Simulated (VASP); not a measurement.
A run of VASP 6.6.1 is set up as follows.

INCAR

```
SYSTEM = PtSe2
ALGO = Normal
DIPOL = 0.5 0.5 0.500
EDIFF = 1E-6
ENCUT = 520
GGA = PE
GGA_COMPAT = .False.
IDIPOL = 3
ISIF = 2
ISMEAR = 0
KPAR = 4
LASPH = .True.
LCHARG = .True.
LDIPOL = .True.
LMAXMIX = 4
LORBIT = 11
LREAL = .False.
LSORBIT = .True.
LVACPOTAV = .True.
LVHAR = .True.
LWAVE = .False.
MAGMOM = 0 0 0 0 0 0 0 0 0
NELM = 60
PREC = Accurate
SIGMA = 0.03
```

File KPOINTS:

```
k-points
0
Gamma
  12 12 1
  0 0 0
```

File POSCAR:

```
PtSe2                                   
1.0
    3.7034012563      0.0000000000      0.0000000000
   -1.8517006282      3.2072395722      0.0000000000
    0.0000000000      0.0000000000     18.6200000000
  Se              Pt            
     2     1
Direct
     0.3333330000000032    0.6666669999999968    0.4288970589084361
     0.6666669999999968    0.3333330000000032    0.5711029410915639
     0.0000000000000000    1.0000000000000000    0.5000000000000000
```

Potentials or basis: VASP PAW PBE potentials, release 64 (Se, Pt).

Run with:

```bash
$ cat potpaw_PBE.64/Se/POTCAR potpaw_PBE.64/Pt/POTCAR > POTCAR
$ mpirun -np 4 vasp_ncl > vasp.out
```

(1) Predict the work function of the upper face.

(2) What does it give for the work function of the lower face?

(3) Predict the largest force.

Answers

(1) 5.31 eV.

(2) 5.31 eV.

(3) 0.137 eV/Å.
